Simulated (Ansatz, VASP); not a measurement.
**Two plane-wave programs on MgSe**

```
Mg Se
1.0
     0.00000    2.72550    2.72550
     2.72550    0.00000    2.72550
     2.72550    2.72550    0.00000
Mg Se
1 1
Cartesian
  0.0000 0.0000 0.0000
  2.7255 2.7255 2.7255
```

Alike in both runs: functional PBEsol; k mesh 8 × 8 × 8; occupations gaussian, width 0.02 eV; no spin polarisation.

Ansatz relaxed the structure, and its values are those at the end. VASP's run is a single point on that final structure, the one shown.

```csv
,VASP,Ansatz
version,VASP 6.6.1,Ansatz 0.2.0
potentials or method,"VASP PAW PBE potentials, release 64 (Mg, Se)","scalar-relativistic, plane waves, PAW"
plane-wave cutoff (eV),520,420
valence electrons in the cell,8,26
```

|  | VASP | Ansatz | Ansatz less VASP |
| --- | --- | --- | --- |
| gap on the k mesh at the Fermi level (eV) | 1.76 | 1.77 | +0.013 |
| least direct gap on the mesh (eV) | 2.50 | 2.50 | -0.001 |
| pressure (GPa) | -0.1 | 0.0 | +0.07 |

With one functional, cell and mesh, what is left measures potentials, basis and numerics. The two sets of potentials don't hold the same shells in valence.

Caveats: the PAW data sets were made with another functional, which shifts forces and pressure a little (VASP). A k mesh can miss the band edges.
